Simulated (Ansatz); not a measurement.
Co in Ansatz: the effect of functional

Crystal: Co.

```
Co
1.0
     2.52048    0.00000    0.00000
    -1.26024    2.18280    0.00000
     0.00000    0.00000    4.10001
Co
2
Direct
  0.66667 0.33333 0.75000
  0.33333 0.66667 0.25000
```

The cell isn't the ideal one: volume scaled by 1.06.

Alike in all runs:

```yaml
Program: Ansatz 0.2.0
Task: single point
Potentials_or_basis: Ansatz PAW
k_mesh: 12 × 12 × 7
Occupations: fermi-dirac, width 0.05 eV
Spin: collinear spin, ferromagnetic start
Starting_moments: "[2.0, 2.0] μB"
```

```tsv
functional	cutoff	pressure (GPa)	moment (μB)
LDA	420 eV (not typed: the program's choice for these potentials)	-24.2	3.24
r2SCAN	500 eV (not typed: the program's choice for these potentials)	?	?
PBE	420 eV (not typed: the program's choice for these potentials)	-7.0	3.32
```

Question: What does the run with functional r2SCAN give?

Answer: Pressure -12.0 GPa; moment 3.59 μB.

Caveats: the PAW data sets come from PBE, with cores solved anew for the run's functional, which leaves a small shift of forces and pressure (some runs); the magnetic or orbital state may not be the lowest (some runs).
